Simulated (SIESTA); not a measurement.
## HfO2 under changes of volume

One of the cells (11.532 Å³/atom); the others are scaled copies at fixed shape and fractional positions:

```
Hf O
1.0
     5.11800    0.00000    0.00000
     0.00000    5.18570    0.00000
    -0.85866    0.00000    5.21387
Hf O
4 8
Direct
  0.27550 0.46030 0.70800
  0.72450 0.96030 0.79200
  0.72450 0.53970 0.29200
  0.27550 0.03970 0.20800
  0.07420 0.16840 0.84670
  0.92580 0.66840 0.65330
  0.92580 0.83160 0.15330
  0.07420 0.33160 0.34670
  0.44870 0.74190 0.98010
  0.55130 0.24190 0.51990
  0.55130 0.25810 0.01990
  0.44870 0.75810 0.48010
```

| Quantity | Value |
| --- | --- |
| Program | SIESTA 5.4.2 |
| Functional | LDA |
| Potentials or basis | PseudoDojo 0.4 standard (LDA files) |
| Basis | DZP (energy shift 0.003 Ry; two zetas on semicore shells) |
| Grid cutoff | 800 Ry |
| Energy shift | 0.003 Ry |
| k mesh | 4 × 4 × 4 |
| Occupations | fermi-dirac, width 0.05 eV |
| Spin | no spin polarisation |

| volume (Å³/atom) | energy over the lowest point (meV/atom) | pressure (GPa) | gap on the mesh (eV) | largest force (eV/Å) |
| --- | --- | --- | --- | --- |
| 10.840 | 12.55 | 10.5 | 3.99 | 0.703 |
| 11.070 | ? | ? | ? | ? |
| 11.301 | 0.00 | -1.3 | 3.85 | 0.500 |
| 11.532 | 5.57 | -6.3 | 3.79 | 0.439 |
| 11.762 | 17.97 | -10.8 | 3.72 | 0.391 |
| 11.993 | 36.49 | -14.8 | 3.66 | 0.355 |
| 12.223 | 60.50 | -18.4 | 3.60 | 0.335 |

What does the run at 11.070 Å³/atom give?

Energy over the lowest point 2.04 meV/atom; pressure 4.3 GPa; gap on the mesh 3.92 eV; largest force 0.571 eV/Å.

Worked out: A Birch-Murnaghan fit of order 3 (a polynomial in V^(-2/3)) to the other rows has its minimum at 11.24 Å³/atom with B0 = V·E''(V) = 264 GPa and B' = 4.3 at fixed shape and positions, which overstates the stiffness. It gives 2.06 meV/atom at 11.070 Å³/atom, against the run's 2.04, and -dE/dV = 4.3 GPa, against 4.3. A straight line through the other rows of the gap, of slope -3.25 eV per unit of ln V, gives 3.92 eV, against the run's 3.92.

Energies are extrapolated to zero smearing.

Caveats: short orbitals over semicore shells can move pressures by several GPa; spin-orbit coupling is left out, which moves the levels of the heavy elements; the basis of atomic orbitals isn't converged, which shifts pressures, moduli and gaps.

A mesh can miss the band edges.
